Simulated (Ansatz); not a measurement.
# MgO, space group P-6m2: a phonon calculation by linear response

Computed with Ansatz's Python interface.

Typed at the interpreter:
```pycon
>>> from dataclasses import dataclass
>>> from pathlib import Path
>>> import warnings
>>> import ansatz as az
>>> import numpy as np
>>> @dataclass(frozen=True)
... class Settings:
...     functional: str = "PBEsol"
...     smearing: str = "fixed"
...     kgrid: tuple[int, ...] = (12, 12, 6)
...
>>> cfg = Settings()
>>> warnings.simplefilter("ignore", az.DeckWarning)
>>> lattice = az.Lattice.of(
...     (2.93802, 0.0, 0.0),
...     (-1.46901, 2.5444, 0.0),
...     (0.0, 0.0, 2.67968),
... )
>>> sites = [
...     ("Mg", (0.0, 0.0, 0.0)),
...     ("O", (1 / 3, 2 / 3, 0.5)),
... ]
>>> cell = az.Crystal(lattice=lattice)
>>> for symbol, position in sites:
...     cell = cell.atom(symbol, position)
...
>>> [site.symbol for site in cell.resolved().sites]
['Mg', 'O']
>>> setup = cell.calculation()
>>> setup = setup.functional(cfg.functional)
>>> setup = setup.pseudopotentials("paw")
>>> setup = setup.occupations(cfg.smearing)
>>> setup = setup.kpoints(*cfg.kgrid)
>>> setup = setup.phonons("dfpt", points=[(0, 0, 0), (0.5, 0, 0)])
>>> outcome = setup.run(threads=1, runs_dir="runs")
>>> ph = outcome.phonons
>>> for q in ph.qpoints:
...     thz = np.asarray(q.omega_inv_cm) / 33.35641
...     print("q = ({:.2f}, {:.2f}, {:.2f})".format(*q.q_frac), np.round(thz, 2) + 0.0, "THz")
...
q = (0.00, 0.00, 0.00) [0.   0.   0.   9.14 9.14 9.2 ] THz
q = (0.50, 0.00, 0.00) [ 2.27  5.99  7.16  9.97 13.8  15.92] THz
```

The cell isn't relaxed first, so the values belong to this volume. No non-analytic term is added, so at the zone centre the longitudinal optical modes of a polar crystal aren't split off. The structure comes from a database of computed cells and needn't be a stable or known phase. The structure is taken as given; imaginary modes can come from an unrelaxed or unstable start. Timing: 30 s on 1 thread of Intel(R) Xeon(R) Processor @ 2.30GHz, with other jobs on the host, peak memory 0.65 GiB.
